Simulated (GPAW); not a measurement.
Runs of GPAW 26.7.0 on Te2Mo. Symmetry: P6_3/mmc, No. 194, hexagonal system. Conventional cell: a = 3.518 Å, b = 3.518 Å, c = 13.974 Å, α = 90.00°, β = 90.00°, γ = 120.00°. Around Te (site symmetry 3m) lie 3 Mo at 2.72 Å. Mo (site symmetry -6m2) is surrounded by 6 Te at 2.72 Å. 

| task | level | potentials or basis | spin | k mesh | cutoff (eV) | smearing | band path | band points | spin axis theta (degrees) | spin axis phi (degrees) | soc after scf | mesh quality | gap on the mesh (eV) | V0 of scaled cells (Å³/atom) | B0 (GPa) |
| --- | --- | --- | --- | --- | --- | --- | --- | --- | --- | --- | --- | --- | --- | --- | --- |
| band structure | PBEsol | PAW data sets generated in the run's folder for this functional, pw | SOC, no magnetisation | 5 × 5 × 2 | 600 | fermi-dirac 0.05 eV | GMKGALHA,LM,KH | 100 | 0 | 0 | second variation | coarse | (a) | - | - |
| dielectric tensor | LDA | the program's PAW data sets (release 1.2.1) made for this functional, pw | off | 7 × 7 × 2 | 450 | fermi-dirac 0.001 eV | - | - | - | - | - | not flagged | 0.81 | - | - |
| equation of state | C09-vdW | GPAW PAW data sets (gpaw-data 1.2.1), pw | off | 5 × 5 × 2 | 600 | fermi-dirac 0.05 eV | - | - | - | - | - | coarse | - | 24.89 | 102 |
| single point | TB-mBJ | GPAW PAW data sets for LDA (gpaw-data 1.2.1), pw | off | 5 × 5 × 2 | 600 | fermi-dirac 0.05 eV | - | - | - | - | - | coarse | 0.81 | - | - |
| equation of state | PBEsol | PAW data sets generated in the run's folder for this functional, pw | off | 9 × 9 × 2 | 600 | fermi-dirac 0.05 eV | - | - | - | - | - | not flagged | - | (b) | 105 |

Alike in all rows: cell as given.

Q: Fill in the values left out.

A: (a) 0.66; (b) 24.54.

Caveats: some runs use coarse meshes; this functional lacks dispersion, which binds the layers, so the pressure and a relaxed spacing across them are unreliable (some runs); spin-orbit coupling is left out, which moves the levels of the heavy elements (some runs); an odd mesh through Γ misses points on the zone boundary, where band edges often lie (some runs); the cell was scaled at fixed shape and fractional positions, which overstates the stiffness of a crystal with free parameters, most of all of layers and chains (some runs); the PAW data sets were made with another functional, which shifts forces and pressure a little (some runs); spin-orbit coupling was added after a scalar SCF, so levels and gaps hold it while energy, forces, pressure and moments don't (some runs); this program's spin-orbit splittings come out too wide for heavy elements (some runs).

A k mesh can miss the band edges, and rows without SOC leave out spin-orbit coupling on Mo, Te.

Runs at the PBE level aren't shown here.
